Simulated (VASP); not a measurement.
# Pt in VASP: a series of runs

Runs on Pt. Level: LDA. Tasks: single point, relaxation of the atoms.

All numbers are computed with VASP 6.6.1; they aren't measurements. Logs are shortened: lines on timing, memory, paths and dates and some standing lists are left out, and cuts for length are marked.

## (1) Starting point

The cell holds a slab with vacuum, 6 atoms: a = 2.755 Å, b = 2.755 Å, c = 26.249 Å, α = 90.00°, β = 90.00°, γ = 120.00°.

The slab is cut from a database's or a generator's crystal, which needn't be the stable form of the element.

## (2) Single point, LDA

File INCAR:

```
SYSTEM = Pt
PREC = Accurate ; ENCUT = 520
EDIFF = 1E-6 ; ISMEAR = 1
SIGMA = 0.1 ; LREAL = .FALSE.
LASPH = .TRUE. ; NELM = 80
ALGO = Normal ; ISIF = 2
LWAVE = .FALSE. ; LCHARG = .FALSE.
LDIPOL = .TRUE. ; IDIPOL = 3
DIPOL = 0.5 0.5 0.500 ; GGA = CA
LVHAR = .TRUE. ; LVACPOTAV = .TRUE.
ICORELEVEL = 1 ; KPAR = 2
```

File KPOINTS:

```
regular mesh
0
G
  15 15 1
  0 0 0
```

File POSCAR:

```
Pt
1.0
    2.7554452200      0.0000000000      0.0000000000
   -1.3777226100      2.3862855600      0.0000000000
    0.0000000000      0.0000000000     26.2490580000
Pt
6
Direct
    0.6666666700      0.3333333300      0.2857245400
    0.3333333300      0.6666666700      0.3714347200
    0.0000000000      0.0000000000      0.4571449100
    0.6666666700      0.3333333300      0.5428550900
    0.3333333300      0.6666666700      0.6285652800
    0.0000000000      0.0000000000      0.7142754600
```

Potentials or basis: VASP PAW LDA potentials, release 64 (Pt).

The run is started by

```bash
cat potpaw_LDA.64/Pt/POTCAR > POTCAR
mpirun -np 2 vasp_std > vasp.out
```

OUTCAR:

```text
SYSTEM = Pt
   PREC = Accurate
   ENCUT = 520
   EDIFF = 1E-6
   ISMEAR = 1
   LREAL = .FALSE.
   LASPH = .TRUE.
   NELM = 80
   ISIF = 2
   GGA = CA

 ion  position               nearest neighbor table
   1  0.667  0.333  0.286-   2 2.76   2 2.76   2 2.76
   2  0.333  0.667  0.371-   1 2.76   1 2.76   1 2.76   3 2.76   3 2.76   3 2.76
   3  0.000  0.000  0.457-   4 2.76   4 2.76   4 2.76   2 2.76   2 2.76   2 2.76
   4  0.667  0.333  0.543-   3 2.76   3 2.76   3 2.76   5 2.76   5 2.76   5 2.76
   5  0.333  0.667  0.629-   6 2.76   6 2.76   6 2.76   4 2.76   4 2.76   4 2.76
   6  0.000  0.000  0.714-   5 2.76   5 2.76   5 2.76

  LATTYP: Found a hexagonal cell.
 ALAT       =     2.7554452200
 C/A-ratio  =     9.5262492644

  Lattice vectors:

 A1 = (   2.7554452200,   0.0000000000,   0.0000000000)
 A2 = (  -1.3777226100,   2.3862855600,   0.0000000000)
 A3 = (   0.0000000000,   0.0000000000,  26.2490580000)

Analysis of symmetry for initial positions (statically):
=====================================================================
 Subroutine PRICEL returns:
 Original cell was already a primitive cell.

 Routine SETGRP: Setting up the symmetry group for a
 hexagonal supercell.

 Subroutine GETGRP returns: Found 12 space group operations
 (whereof  6 operations were pure point group operations)
 out of a pool of 24 trial point group operations.

The static configuration has the point symmetry C_3v.
 The point group associated with its full space group is D_3d.

Analysis of symmetry for dynamics (positions and initial velocities):
=====================================================================
 Subroutine PRICEL returns:
 Original cell was already a primitive cell.

 Routine SETGRP: Setting up the symmetry group for a
 hexagonal supercell.

 Subroutine GETGRP returns: Found 12 space group operations
 (whereof  6 operations were pure point group operations)
 out of a pool of 24 trial point group operations.

The dynamic configuration has the point symmetry C_3v.
 The point group associated with its full space group is D_3d.

 Subroutine INISYM returns: Found 12 space group operations
 (whereof  6 operations are pure point group operations),
 and found     1 'primitive' translations

----------------------------------------------------------------------------------------

                                     Primitive cell

  volume of cell :     172.5949

  direct lattice vectors                    reciprocal lattice vectors
     2.755445220  0.000000000  0.000000000     0.362917757  0.209530665  0.000000000
    -1.377722610  2.386285560  0.000000000     0.000000000  0.419061330  0.000000000
     0.000000000  0.000000000 26.249058000     0.000000000  0.000000000  0.038096605

  length of vectors
     2.755445220  2.755445221 26.249058000     0.419061330  0.419061330  0.038096605

  position of ions in fractional coordinates (direct lattice)
     0.666666670  0.333333330  0.285724540
     0.333333330  0.666666670  0.371434720
     0.000000000  0.000000000  0.457144910
     0.666666670  0.333333330  0.542855090
     0.333333330  0.666666670  0.628565280
     0.000000000  0.000000000  0.714275460

  ion indices of the primitive-cell ions
   primitive index   ion index
                 1           1
                 2           2
                 3           3
                 4           4
                 5           5
                 6           6

----------------------------------------------------------------------------------------

 KPOINTS: regular mesh

Automatic generation of k-mesh.
 Grid dimensions read from file:
 generate k-points for:   15   15    1

 Generating k-lattice:

  Cartesian coordinates                     Fractional coordinates (reciprocal lattice)
     0.024194517  0.013968711  0.000000000     0.066666667 -0.000000000  0.000000000
     0.000000000  0.027937422  0.000000000     0.000000000  0.066666667  0.000000000
     0.000000000  0.000000000  0.038096605     0.000000000  0.000000000  1.000000000

  Length of vectors
     0.027937422  0.027937422  0.038096605

  Shift w.r.t. Gamma in fractional coordinates (k-lattice)
     0.000000000  0.000000000  0.000000000

 Subroutine IBZKPT returns following result:
 ===========================================

 Found     27 irreducible k-points:

 Following reciprocal coordinates:
            Coordinates               Weight
  0.000000  0.000000  0.000000      1.000000
  0.066667  0.000000  0.000000      6.000000
  0.133333 -0.000000  0.000000      6.000000
  0.200000  0.000000  0.000000      6.000000
  0.266667 -0.000000  0.000000      6.000000
  0.333333 -0.000000  0.000000      6.000000
[... 16 lines left out ...]
  0.333333  0.200000  0.000000     12.000000
  0.400000  0.200000  0.000000      6.000000
 [... further k-points ...]
   k-points           NKPTS =     27   k-points in BZ     NKDIM =     27   number of bands    NBANDS=     36
   number of dos      NEDOS =    301   number of ions     NIONS =      6
   total plane-waves  NPLWV =  78400
   dimension x,y,z NGX =    20 NGY =   20 NGZ =  196
   dimension x,y,z NGXF=    40 NGYF=   40 NGZF=  392
   ions per type =               6
   NGX,Y,Z   is equivalent  to a cutoff of  12.07, 12.07, 12.41 a.u.
   NGXF,Y,Z  is equivalent  to a cutoff of  24.13, 24.13, 24.83 a.u.
 SYSTEM =  Pt
   PREC   = accura    normal or accurate (medium, high low for compatibility)
   ISTART =      0    job   : 0-new  1-cont  2-samecut
   ICHARG =      2    charge: 1-file 2-atom 10-const
   ISPIN  =      1    spin polarized calculation?
   LNONCOLLINEAR =      F non collinear calculations
   LSORBIT =      F    spin-orbit coupling
   LASPH  =      T    aspherical Exc in radial PAW
   ENCUT  =  520.0 eV  38.22 Ry    6.18 a.u.   5.12  5.12 48.81*2*pi/ulx,y,z
   NELM   =     80;   NELMIN=  2; NELMDL= -5     # of ELM steps
   EDIFF  = 0.1E-05   stopping-criterion for ELM
   LREAL  =      F    real-space projection
   EDIFFG = 0.1E-04   stopping-criterion for IOM
   NSW    =      0    number of steps for IOM
   IBRION =     -1    ionic relax: 0-MD 1-quasi-New 2-CG
   NFREE  =      0    steps in history (QN), initial steepest desc. (CG)
   ISIF   =      2    stress and relaxation
   ISYM   =      2    0-nonsym 1-usesym 2-fastsym
   POTIM  = 0.5000    time-step for ionic-motion
   TEBEG  =    0.0;   TEEND  =   0.0 temperature during run
   PSTRESS=    0.0 pullay stress
   NELECT =      60.0000    total number of electrons
   NUPDOWN=      -1.0000    fix difference up-down
   EMIN   =  10.00;   EMAX   =-10.00  energy-range for DOS
   EFERMI =   0.00;   METHOD = LEGACY
   ISMEAR =     1;   SIGMA  =   0.10  broadening in eV -4-tet -1-fermi 0-gaus
   EFERMI_NEDOS =   21; number of points for ismear=-14 and -15
   IALGO  =     38    algorithm
   IMIX   =      4    mixing-type and parameters
     AMIX     =   0.40;   BMIX     =  1.00
     AMIX_MAG =   1.60;   BMIX_MAG =  1.00
  volume/ion in A,a.u.               =      28.77       194.12
  Fermi-wavevector in a.u.,A,eV,Ry     =   1.151108  2.175278 18.028384  1.325049
  Thomas-Fermi vector in A             =   2.287767
   LORBIT       =      0    0 simple, 1 ext, 2 COOP (PROOUT), +10 PAW based schemes
   GGA     = CA    functional components
   LHFCALC =     F    Hartree Fock is set to
   AEXX    =    0.0000 exact exchange contribution
   IVDW    =     0    specifies the selected vdW correction
   LEPSILON=     F    determine dielectric tensor
   LRPA    =     F    only Hartree local field effects (RPA)
 non-spin polarized calculation
 Methfessel and Paxton  Order N= 1 SIGMA  =   0.10
  energy-cutoff  :      520.00
  volume of cell :      172.59
 maximum number of plane-waves:      4677
   NGX = 11   NGY = 11   NGZ = 97

 dipolmoment           0.000000      0.000000     -0.000000 electrons x Angstroem

 number of electron      60.0000002 magnetization

 dipolmoment           0.000000      0.000000      0.000002 electrons x Angstroem

 Free energy of the ion-electron system (eV)
  ---------------------------------------------------
  ext. energy  EPLUGINS =         0.00000000
  ---------------------------------------------------
  free energy    TOTEN  =       -43.40943468 eV

  energy without entropy =      -43.41408286  energy(sigma->0) =      -43.41098407

 the core state eigenenergies are
   1-  1s -77842.6398  2s -13683.3153  2p -11875.8164  3s  -3210.8482  3p  -2683.4895
       3d  -2109.9621  4s   -684.0690  4p   -510.7378  4d   -299.7486  4f    -64.2959
       5s    -94.8500  5p    -49.2039
   2-  1s -77842.9690  2s -13683.6688  2p -11876.1674  3s  -3211.2200  3p  -2683.8613
       3d  -2110.3325  4s   -684.4669  4p   -511.1385  4d   -300.1524  4f    -64.7053
       5s    -95.3079  5p    -49.6802
   3-  1s -77843.0241  2s -13683.7274  2p -11876.2258  3s  -3211.2780  3p  -2683.9192
       3d  -2110.3907  4s   -684.5242  4p   -511.1958  4d   -300.2097  4f    -64.7626
       5s    -95.3645  5p    -49.7361
   4-  1s -77843.0241  2s -13683.7274  2p -11876.2258  3s  -3211.2780  3p  -2683.9192
       3d  -2110.3907  4s   -684.5242  4p   -511.1958  4d   -300.2097  4f    -64.7626
       5s    -95.3645  5p    -49.7360
   5-  1s -77842.9689  2s -13683.6688  2p -11876.1674  3s  -3211.2200  3p  -2683.8612
       3d  -2110.3324  4s   -684.4669  4p   -511.1385  4d   -300.1524  4f    -64.7052
       5s    -95.3079  5p    -49.6801
   6-  1s -77842.6397  2s -13683.3153  2p -11875.8163  3s  -3210.8481  3p  -2683.4895
       3d  -2109.9620  4s   -684.0689  4p   -510.7377  4d   -299.7486  4f    -64.2959
       5s    -94.8499  5p    -49.2039

 E-fermi :   2.9232     XC(G=0):  -7.8589

 val. band max:        2.9204762734   @ k =   0.4667   0.0000   0.0000
 cond. band min:       2.9249110455   @ k =   0.4667   0.0667   0.0000
 fundamental gap:      0.0044347721
 Fermi energy:         2.9232036939

 k-point     1 :       0.0000    0.0000    0.0000
  band No.  band energies     occupation
      1      -7.2679      2.00000
      2      -6.5060      2.00000
      3      -5.5423      2.00000
      4      -4.8041      2.00000
      5      -4.4187      2.00000
      6      -4.3772      2.00000
[... 28 lines left out ...]
     35       2.9544      0.49898
     36       2.9544      0.49898
[... 866 lines left out ...]
      6      -2.6448      2.00000
[... 28 lines left out ...]
     35       7.8286      0.00000
     36       8.2244      0.00000

 [... further k-points ...]
[... 5 lines left out ...]
  --------------------------------------------------------------------------------------
  -------------------------------------------------------------------------------------
  Total       -5.3596818     -5.3596818     -0.2171540     -0.0000000      0.0000000     -0.0000000
  in kB      -49.7532747    -49.7532747     -2.0158146     -0.0000000      0.0000000     -0.0000000
  external PRESSURE =     -33.8407880 kB  Pullay stress =       0.0000000 kB

 VOLUME and BASIS-vectors are now :
 -----------------------------------------------------------------------------
  energy-cutoff  :      520.00
  volume of cell :      172.59
      direct lattice vectors                 reciprocal lattice vectors
     2.755445220  0.000000000  0.000000000     0.362917757  0.209530665  0.000000000
    -1.377722610  2.386285560  0.000000000     0.000000000  0.419061330  0.000000000
     0.000000000  0.000000000 26.249058000     0.000000000  0.000000000  0.038096605

 POSITION                                       TOTAL-FORCE (eV/Angst)
 -----------------------------------------------------------------------------------
      1.37772      0.79543      7.50000         0.000000     -0.000000     -0.147140
     -0.00000      1.59086      9.74981         0.000000     -0.000000      0.214427
      0.00000      0.00000     11.99962         0.000000     -0.000000      0.035326
      1.37772      0.79543     14.24943        -0.000000      0.000000     -0.035326
     -0.00000      1.59086     16.49925        -0.000000      0.000000     -0.214427
      0.00000      0.00000     18.74906        -0.000000      0.000000      0.147140
 -----------------------------------------------------------------------------------
    total drift:                               -0.000000      0.000000      0.000248

  FREE ENERGIE OF THE ION-ELECTRON SYSTEM (eV)
  ---------------------------------------------------
  free  energy   TOTEN  =       -43.4094346823 eV

  energy  without entropy=      -43.4140828595  energy(sigma->0) =      -43.41098407

 vacuum level on the upper side and lower side of the slab         9.008         9.008
```

Wall time 77 s (2 MPI ranks of Intel Xeon 6975P-C (Granite Rapids), shared host); peak memory 0.28 GiB.

Results:

```yaml
Free_energy: -43.4094 eV
Largest_force: 0.214 eV/Å
Band_gap_on_the_k_mesh: none (metal or under the smearing width)
Work_function_of_the_upper_face: 6.08 eV
Work_function_of_the_lower_face: 6.08 eV
```

Forces on the atoms (eV/Å):
```
Pt   0.000  0.000 -0.147
Pt   0.000  0.000  0.214
Pt   0.000  0.000  0.035
Pt   0.000  0.000 -0.035
Pt   0.000  0.000 -0.214
Pt   0.000  0.000  0.147
```

Core levels (eV, on the scale of the bands):
| atom | levels |
| --- | --- |
| 1 Pt | 1s -77842.6, 2s -13683.3, 2p -11875.8, 3s -3210.8, 3p -2683.5, 3d -2110.0, 4s -684.1, 4p -510.7, 4d -299.7, 4f -64.3, 5s -94.8, 5p -49.2 |
| 2 Pt | 1s -77843.0, 2s -13683.7, 2p -11876.2, 3s -3211.2, 3p -2683.9, 3d -2110.3, 4s -684.5, 4p -511.1, 4d -300.2, 4f -64.7, 5s -95.3, 5p -49.7 |
| 3 Pt | 1s -77843.0, 2s -13683.7, 2p -11876.2, 3s -3211.3, 3p -2683.9, 3d -2110.4, 4s -684.5, 4p -511.2, 4d -300.2, 4f -64.8, 5s -95.4, 5p -49.7 |
| 4 Pt | 1s -77843.0, 2s -13683.7, 2p -11876.2, 3s -3211.3, 3p -2683.9, 3d -2110.4, 4s -684.5, 4p -511.2, 4d -300.2, 4f -64.8, 5s -95.4, 5p -49.7 |
| 5 Pt | 1s -77843.0, 2s -13683.7, 2p -11876.2, 3s -3211.2, 3p -2683.9, 3d -2110.3, 4s -684.5, 4p -511.1, 4d -300.2, 4f -64.7, 5s -95.3, 5p -49.7 |
| 6 Pt | 1s -77842.6, 2s -13683.3, 2p -11875.8, 3s -3210.8, 3p -2683.5, 3d -2110.0, 4s -684.1, 4p -510.7, 4d -299.7, 4f -64.3, 5s -94.8, 5p -49.2 |

## (3) Relaxation of the atoms, LDA

File INCAR:

```
PREC     = Accurate       # precision mode
ENCUT    = 520            # plane-wave cutoff, eV
EDIFF    = 1E-6           # SCF threshold, eV
ISMEAR   = 1              # smearing method
SIGMA    = 0.1            # smearing width, eV
LREAL    = False          # projectors in reciprocal space
LASPH    = True           # aspherical terms in the spheres
NELM     = 80             # most SCF steps
ALGO     = Normal         # electronic algorithm
ISIF     = 2              # what is computed and relaxed
LWAVE    = False          # write WAVECAR
LCHARG   = False          # write CHGCAR
LDIPOL   = True         
IDIPOL   = 3            
DIPOL    = 0.5 0.5 0.500
GGA      = CA             # functional
IBRION   = 2              # ionic algorithm
NSW      = 80             # ionic steps
EDIFFG   = -0.02          # ionic threshold
KPAR     = 2
```

File KPOINTS:

```
Automatic mesh
0
Gamma
  15 15 1
```

POSCAR is that of step 2.

Potentials or basis: VASP PAW LDA potentials, release 64 (Pt).

The run is started by

```bash
cat potpaw_LDA.64/Pt/POTCAR > POTCAR
mpirun -np 2 vasp_std > vasp.out
```

Run time: 2.6 min. Hardware: 2 MPI ranks of Intel Xeon 6975P-C (Granite Rapids), shared host; peak memory 0.28 GiB.

The run converged. Its results:

```yaml
Free_energy: -43.4136 eV
Energy_gained_by_relaxing: 0.7 meV/atom
Ionic_steps: 4
Largest_force_after_relaxing: 0.015 eV/Å
Band_gap_on_the_k_mesh: none (metal or under the smearing width)
```

Forces in eV/Å, atoms in the order of the input:
```
Pt   0.000  0.000  0.012
Pt   0.000  0.000  0.015
Pt   0.000  0.000 -0.007
Pt   0.000  0.000  0.007
Pt   0.000  0.000 -0.015
Pt   0.000  0.000 -0.012
```

The path:
| step | energy change (eV) | largest force (eV/Å) | pressure (GPa) |
| --- | --- | --- | --- |
| 1 | 0.0000 | 0.2144 | -3.38 |
| 2 | -0.0037 | 0.0835 | -3.36 |
| 3 | -0.0038 | 0.0904 | -3.38 |
| 4 | -0.0042 | 0.0149 | -3.39 |

Final structure:
```
CELL_PARAMETERS angstrom
2.75545 0.00000 0.00000
-1.37772 2.38629 0.00000
0.00000 0.00000 26.24906
ATOMIC_POSITIONS crystal
Pt 0.66667 0.33333 0.28539
Pt 0.33333 0.66667 0.37191
Pt 0.00000 0.00000 0.45740
Pt 0.66667 0.33333 0.54260
Pt 0.33333 0.66667 0.62809
Pt 0.00000 0.00000 0.71461
```

Levels at points of the mesh, in eV from the Fermi level:
```tsv
k point	band 27	band 28	band 29	band 30	band 31	band 32
(0.00, 0.00, 0.00)	-1.63	-1.29	-1.29	-0.76	-0.76	-0.22
```

The run has no spin-orbit coupling, so splittings on Pt are missing.

## (4) Single point, LDA

File INCAR:

```
SYSTEM = Pt
PREC = Accurate ; ENCUT = 520
EDIFF = 1E-6 ; ISMEAR = 1
SIGMA = 0.1 ; LREAL = .FALSE.
LASPH = .TRUE. ; NELM = 80
ALGO = Normal ; ISIF = 2
LWAVE = .FALSE. ; LCHARG = .FALSE.
LDIPOL = .TRUE. ; IDIPOL = 3
DIPOL = 0.5 0.5 0.500 ; GGA = CA
LVHAR = .TRUE. ; LVACPOTAV = .TRUE.
ICORELEVEL = 1 ; KPAR = 2
```

File KPOINTS:

```
regular mesh
0
G
  15 15 1
  0 0 0
```

File POSCAR:

```
Pt                                      
1.0
    2.7554452200      0.0000000000      0.0000000000
   -1.3777226100      2.3862855600      0.0000000000
    0.0000000000      0.0000000000     26.2490580000
  Pt            
     6
Direct
     0.6666666699999979    0.3333333300000021    0.2853938519270165
     0.3333333300000021    0.6666666699999979    0.3719120014641404
     0.0000000000000000    1.0000000000000000    0.4573970800409247
     0.6666666699999979    0.3333333300000021    0.5426029199590753
     0.3333333300000021    0.6666666699999979    0.6280879985358597
     0.0000000000000000    0.0000000000000000    0.7146061480729834
```

The run is started by

```bash
cat potpaw_LDA.64/Pt/POTCAR > POTCAR
mpirun -np 2 vasp_std > vasp.out
```

Wall time 78 s (2 MPI ranks of Intel Xeon 6975P-C (Granite Rapids), shared host); peak memory 0.28 GiB.

Results (log left out):

```yaml
Free_energy: -43.4136 eV
Largest_force: 0.016 eV/Å
Band_gap_on_the_k_mesh: none (metal or under the smearing width)
Work_function_of_the_upper_face: 6.12 eV
Work_function_of_the_lower_face: 6.12 eV
```

Forces in eV/Å, atoms in the order of the input:
```
Pt   0.000  0.000  0.011
Pt   0.000  0.000  0.016
Pt   0.000  0.000 -0.006
Pt   0.000  0.000  0.006
Pt   0.000  0.000 -0.016
Pt   0.000  0.000 -0.011
```

Levels at points of the mesh, in eV from the Fermi level:
```csv
k point,band 26,band 27,band 28,band 29,band 30,band 31,band 32,band 33
"(0.00, 0.00, 0.00)",-1.63,-1.63,-1.29,-1.29,-0.76,-0.76,-0.22,-0.22
```

Core levels (eV, on the scale of the bands):
```
atom                                                                                                                                    levels
1 Pt  1s -77842.6, 2s -13683.3, 2p -11875.8, 3s -3210.9, 3p -2683.5, 3d -2110.0, 4s -684.1, 4p -510.7, 4d -299.7, 4f -64.3, 5s -94.8, 5p -49.2
2 Pt  1s -77843.0, 2s -13683.7, 2p -11876.2, 3s -3211.2, 3p -2683.9, 3d -2110.3, 4s -684.5, 4p -511.2, 4d -300.2, 4f -64.7, 5s -95.3, 5p -49.7
3 Pt  1s -77843.0, 2s -13683.8, 2p -11876.3, 3s -3211.3, 3p -2683.9, 3d -2110.4, 4s -684.6, 4p -511.2, 4d -300.2, 4f -64.8, 5s -95.4, 5p -49.8
4 Pt  1s -77843.0, 2s -13683.8, 2p -11876.3, 3s -3211.3, 3p -2683.9, 3d -2110.4, 4s -684.6, 4p -511.2, 4d -300.2, 4f -64.8, 5s -95.4, 5p -49.8
5 Pt  1s -77843.0, 2s -13683.7, 2p -11876.2, 3s -3211.2, 3p -2683.9, 3d -2110.3, 4s -684.5, 4p -511.2, 4d -300.2, 4f -64.7, 5s -95.3, 5p -49.7
6 Pt  1s -77842.6, 2s -13683.3, 2p -11875.8, 3s -3210.9, 3p -2683.5, 3d -2110.0, 4s -684.1, 4p -510.7, 4d -299.7, 4f -64.3, 5s -94.8, 5p -49.2
```

Spin-orbit coupling is left out, which matters for the levels of Pt.
